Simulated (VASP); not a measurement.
# MgS (F-43m) in VASP: notebook

The runs below take MgS through single point, with LDA.

Everything below comes from runs of VASP 6.6.1. Logs are shortened: lines on timing, memory, paths and dates and some standing lists are left out, and cuts for length are marked.

### 1 The crystal as given

The structure is cubic, space group F-43m (No. 216). Conventional cell: a = 5.666 Å, b = 5.666 Å, c = 5.666 Å, α = 90.00°, β = 90.00°, γ = 90.00°. S (site symmetry -43m) is surrounded by 4 Mg at 2.45 Å. Around Mg (site symmetry -43m) lie 4 S at 2.45 Å.

The cell comes from a database or a generator and needn't be the stable form of this composition.

### 2 Single point, LDA

Contents of INCAR:

```
PREC = Accurate ; ENCUT = 450
EDIFF = 0.001 ; ISMEAR = 0
SIGMA = 0.05 ; LREAL = False
LASPH = True ; NELM = 100
ALGO = Normal ; ISIF = 2
LWAVE = False ; LCHARG = False
ADDGRID = False
```

Contents of KPOINTS:

```
Automatic mesh
0
Gamma
  5 5 5
```

Contents of POSCAR:

```
MgS
1.0
    0.0000000000      2.8331200468      2.8331200468
    2.8331200468      0.0000000000      2.8331200468
    2.8331200468      2.8331200468      0.0000000000
S Mg
1 1
Direct
    0.2346630000      0.2748010000      0.2357280000
   -0.0216520000      0.0237760000     -0.0317750000
```

Potentials or basis: VASP PAW LDA potentials, release 64 (S, Mg).

Command:

```bash
cat potpaw_LDA.64/S/POTCAR potpaw_LDA.64/Mg/POTCAR > POTCAR
mpirun -np 1 vasp_std > vasp.out
```

OUTCAR:

```text
PREC = Accurate
   ENCUT = 450
   EDIFF = 0.001
   ISMEAR = 0
   LREAL = False
   LASPH = True
   NELM = 100
   ISIF = 2

 Found     63 irreducible k-points:

 Following reciprocal coordinates:
            Coordinates               Weight
  0.000000  0.000000  0.000000      1.000000
  0.200000  0.000000  0.000000      2.000000
  0.000000  0.200000  0.000000      2.000000
  0.000000  0.000000  0.200000      2.000000
  0.200000  0.200000  0.200000      2.000000
  0.400000  0.000000  0.000000      2.000000
   k-points           NKPTS =     63   k-points in BZ     NKDIM =     63   number of bands    NBANDS=      8
   number of dos      NEDOS =    301   number of ions     NIONS =      2
   total plane-waves  NPLWV =  21952
   dimension x,y,z NGX =    28 NGY =   28 NGZ =   28
   dimension x,y,z NGXF=    56 NGYF=   56 NGZF=   56
   ions per type =               1   1
   NGX,Y,Z   is equivalent  to a cutoff of  11.62, 11.62, 11.62 a.u.
   NGXF,Y,Z  is equivalent  to a cutoff of  23.24, 23.24, 23.24 a.u.
 SYSTEM =  unknown system
   PREC   = accura    normal or accurate (medium, high low for compatibility)
   ISTART =      0    job   : 0-new  1-cont  2-samecut
   ICHARG =      2    charge: 1-file 2-atom 10-const
   ISPIN  =      1    spin polarized calculation?
   LNONCOLLINEAR =      F non collinear calculations
   LSORBIT =      F    spin-orbit coupling
   LASPH  =      T    aspherical Exc in radial PAW
   ENCUT  =  450.0 eV  33.07 Ry    5.75 a.u.   6.93  6.93  6.93*2*pi/ulx,y,z
   NELM   =    100;   NELMIN=  2; NELMDL= -5     # of ELM steps
   EDIFF  = 0.1E-02   stopping-criterion for ELM
   LREAL  =      F    real-space projection
   EDIFFG = 0.1E-01   stopping-criterion for IOM
   NSW    =      0    number of steps for IOM
   IBRION =     -1    ionic relax: 0-MD 1-quasi-New 2-CG
   NFREE  =      0    steps in history (QN), initial steepest desc. (CG)
   ISIF   =      2    stress and relaxation
   ISYM   =      2    0-nonsym 1-usesym 2-fastsym
   POTIM  = 0.5000    time-step for ionic-motion
   TEBEG  =    0.0;   TEEND  =   0.0 temperature during run
   PSTRESS=    0.0 pullay stress
   NELECT =       8.0000    total number of electrons
   NUPDOWN=      -1.0000    fix difference up-down
   EMIN   =  10.00;   EMAX   =-10.00  energy-range for DOS
   EFERMI =   0.00;   METHOD = LEGACY
   ISMEAR =     0;   SIGMA  =   0.05  broadening in eV -4-tet -1-fermi 0-gaus
   EFERMI_NEDOS =   21; number of points for ismear=-14 and -15
   IALGO  =     38    algorithm
   IMIX   =      4    mixing-type and parameters
     AMIX     =   0.40;   BMIX     =  1.00
     AMIX_MAG =   1.60;   BMIX_MAG =  1.00
  volume/ion in A,a.u.               =      22.74       153.46
  Fermi-wavevector in a.u.,A,eV,Ry     =   0.917269  1.733386 11.447692  0.841382
  Thomas-Fermi vector in A             =   2.042218
   LORBIT       =      0    0 simple, 1 ext, 2 COOP (PROOUT), +10 PAW based schemes
   GGA     = CA    functional components
   LHFCALC =     F    Hartree Fock is set to
   AEXX    =    0.0000 exact exchange contribution
   IVDW    =     0    specifies the selected vdW correction
   LEPSILON=     F    determine dielectric tensor
   LRPA    =     F    only Hartree local field effects (RPA)
 non-spin polarized calculation
 Gauss-broadening in eV      SIGMA  =   0.05
  energy-cutoff  :      450.00
  volume of cell :       45.48
 maximum number of plane-waves:       990
   NGX = 13   NGY = 13   NGZ = 13

 number of electron       8.0000000 magnetization

 Free energy of the ion-electron system (eV)
  ---------------------------------------------------
  ext. energy  EPLUGINS =         0.00000000
  ---------------------------------------------------
  free energy    TOTEN  =        -9.35532107 eV

  energy without entropy =       -9.35532107  energy(sigma->0) =       -9.35532107

 E-fermi :   1.2315     XC(G=0):  -8.7551

 val. band max:        0.9950923809   @ k =   0.0000   0.0000   0.0000
 cond. band min:       4.0539028348   @ k =   0.0000   0.0000   0.0000
 fundamental gap:      3.0588104539
 Fermi energy:         1.2315429423

 k-point     1 :       0.0000    0.0000    0.0000
  band No.  band energies     occupation
      1     -10.3562      2.00000
      2       0.7782      2.00000
      3       0.8514      2.00000
      4       0.9951      2.00000
      5       4.0539      0.00000
      6       8.6324      0.00000
      7       8.6379      0.00000
      8       8.6588      0.00000

 k-point     2 :       0.2000    0.0000    0.0000
  band No.  band energies     occupation
      1     -10.1393      2.00000
      2      -0.5861      2.00000
      3       0.6798      2.00000
      4       0.8517      2.00000
      5       5.3221      0.00000
      6       8.3480      0.00000
      7       8.8721      0.00000
      8       9.0019      0.00000

 k-point     3 :       0.0000    0.2000    0.0000
  band No.  band energies     occupation
      1     -10.1399      2.00000
      2      -0.5664      2.00000
      3       0.6636      2.00000
      4       0.8441      2.00000
      5       5.3246      0.00000
      6       8.3467      0.00000
      7       8.8625      0.00000
      8       8.9905      0.00000

 k-point     4 :       0.0000    0.0000    0.2000
  band No.  band energies     occupation
      1     -10.1380      2.00000
      2      -0.6266      2.00000
      3       0.7239      2.00000
      4       0.8566      2.00000
      5       5.3167      0.00000
      6       8.3572      0.00000
      7       8.9112      0.00000
      8       9.0016      0.00000

 k-point     5 :       0.2000    0.2000    0.2000
  band No.  band energies     occupation
      1     -10.1430      2.00000
      2      -0.4681      2.00000
      3       0.6592      2.00000
      4       0.7298      2.00000
      5       5.3372      0.00000
      6       8.3650      0.00000
      7       8.8329      0.00000
      8       8.8949      0.00000

 k-point     6 :       0.4000    0.0000    0.0000
  band No.  band energies     occupation
      1      -9.7342      2.00000
      2      -2.1198      2.00000
      3       0.5010      2.00000
      4       0.6683      2.00000
      5       5.7604      0.00000
      6       8.3730      0.00000
      7       8.5554      0.00000
      8       9.0710      0.00000

 [... further k-points ...]

------------------------ aborting loop because EDIFF is reached ----------------------------------------

  FORCE on cell =-STRESS in cart. coord.  units (eV):
  Direction    XX          YY          ZZ          XY          YZ          ZX
  --------------------------------------------------------------------------------------
  -------------------------------------------------------------------------------------
  Total       -0.6135817     -0.6304226     -0.5919585     -0.0622606     -0.2729189     -0.3605835
  in kB      -21.6151387    -22.2084076    -20.8534034     -2.1933057     -9.6143342    -12.7025670
  external PRESSURE =     -21.5589832 kB  Pullay stress =       0.0000000 kB

 VOLUME and BASIS-vectors are now :
 -----------------------------------------------------------------------------
  energy-cutoff  :      450.00
  volume of cell :       45.48
      direct lattice vectors                 reciprocal lattice vectors
     0.000000000  2.833120047  2.833120047    -0.176483874  0.176483874  0.176483874
     2.833120047  0.000000000  2.833120047     0.176483874 -0.176483874  0.176483874
     2.833120047  2.833120047  0.000000000     0.176483874  0.176483874 -0.176483874

 POSITION                                       TOTAL-FORCE (eV/Angst)
 -----------------------------------------------------------------------------------
      1.44639      1.33267      1.44337        -0.256763     -0.341158     -0.046434
      2.81046      5.51487      2.83914         0.256763      0.341158      0.046434
 -----------------------------------------------------------------------------------
    total drift:                               -0.000060     -0.000130      0.000067

  FREE ENERGIE OF THE ION-ELECTRON SYSTEM (eV)
  ---------------------------------------------------
  free  energy   TOTEN  =        -9.3553210738 eV

  energy  without entropy=       -9.3553210738  energy(sigma->0) =       -9.35532107
```

OSZICAR:

```text
N       E                     dE             d eps       ncg     rms          rms(c)
DAV:   1     0.206183466389E+02    0.20618E+02   -0.32614E+03  1032   0.690E+02
DAV:   2    -0.881184777268E+01   -0.29430E+02   -0.28221E+02  1368   0.101E+02
DAV:   3    -0.991692643687E+01   -0.11051E+01   -0.11051E+01  1224   0.268E+01
DAV:   4    -0.992271956327E+01   -0.57931E-02   -0.57931E-02  1720   0.222E+00
DAV:   5    -0.992272244950E+01   -0.28862E-05   -0.28862E-05  1152   0.486E-02    0.402E+00
DAV:   6    -0.941290412686E+01    0.50982E+00   -0.15018E+00  1016   0.566E+00    0.309E+00
DAV:   7    -0.936029535911E+01    0.52609E-01   -0.23574E-01  1104   0.234E+00    0.220E+00
DAV:   8    -0.935575712982E+01    0.45382E-02   -0.10506E-02  1192   0.846E-01    0.916E-01
DAV:   9    -0.935532107383E+01    0.43606E-03   -0.10535E-03   560   0.217E-01
   1 F= -.93553211E+01 E0= -.93553211E+01  d E =-.437643E-13
```

Run time: 7.9 s. Hardware: 1 thread of Intel Xeon Platinum 8488C (Sapphire Rapids), shared host; peak memory 0.15 GiB.

These settings aren't checked as converged: the numbers below hold their error.

Results:

```yaml
Free_energy: -9.3553 eV
Pressure: -2.2 GPa
Largest_force: 0.430 eV/Å
Band_gap_on_the_k_mesh: 3.06 eV, direct
```

(Continued in part 2 of 2.)
